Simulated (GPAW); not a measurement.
A run of GPAW 26.7.0:

Contents of run.py:

```python
import numpy as np
from ase.dft.bandgap import bandgap
from ase.io import read, write
from ase.units import GPa
from gpaw import GPAW, PW, setup_paths
from gpaw.spinorbit import soc_eigenstates

setup_paths.insert(0, '.')

atoms = read('POSCAR')

calc = GPAW(mode=PW(600),
            xc='PBEsol',
            kpts={'size': (5, 5, 5), 'gamma': True},
            occupations={'name': 'fermi-dirac', 'width': 0.05},
            nbands=19,
            convergence={'density': 1e-05, 'energy': 1e-05},
            maxiter=150,
            txt='gpaw.txt')
atoms.calc = calc
energy = atoms.get_potential_energy()
forces = atoms.get_forces()
stress = atoms.get_stress()
calc.write('gs.gpw')
write('result.traj', atoms)
print(f'Energy: {energy:.6f} eV')
print('Forces (eV/A):')
print(forces.round(4))
print('Stress (GPa):', (stress / GPa).round(3))
print('Fermi level:', round(calc.get_fermi_level(), 4), 'eV')
print(f'Gap: {bandgap(calc)[0]:.4f} eV, direct: {bandgap(calc, direct=True)[0]:.4f} eV')

path = atoms.cell.bandpath('GMKGALHA,LM,KH', npoints=100, eps=1e-4)
bs_calc = calc.fixed_density(kpts=path, symmetry='off', nbands=34,
                             convergence={'bands': 'CBM+6.0', 'eigenstates': 1e-6}, txt='bands.txt')
bs = bs_calc.band_structure()
bs.write('bs.json')
print(f'Gap on the path: {bandgap(bs_calc)[0]:.4f} eV')

soc = soc_eigenstates(bs_calc, theta=0, phi=0)
np.savetxt('soc_bands.dat', soc.eigenvalues(), fmt='%.4f')
mesh = soc_eigenstates('gs.gpw', theta=0, phi=0)
np.savetxt('soc_mesh.dat', mesh.eigenvalues(), fmt='%.4f')
print('Fermi level with spin-orbit coupling:', round(mesh.fermi_level, 4), 'eV')
```

POSCAR

```
Se
1.0
    4.3662000000      0.0000000000      0.0000000000
   -2.1831000000      3.7812401180      0.0000000000
    0.0000000000      0.0000000000      4.9536000000
Se
3
Direct
    0.7746000000      0.7746000000      0.0000000000
    0.0000000000      0.2254000000      0.6666666667
    0.2254000000      0.0000000000      0.3333333333
```

Potentials or basis: PAW data sets generated in the run's folder for this functional, pw.

The run is started by

```sh
$ gpaw-setup -f PBEsol Se
$ OMP_NUM_THREADS=1 python run.py
```

Hardware: 1 thread of Arm Neoverse V1, on a shared host.

Q: Estimate the wall time of this run.

A: It took 100 s on 1 thread of Arm Neoverse V1, with other jobs on the host, peak memory 0.44 GiB. Counts: scf iterations 15, plane waves 2744, bands 19, k points 39.
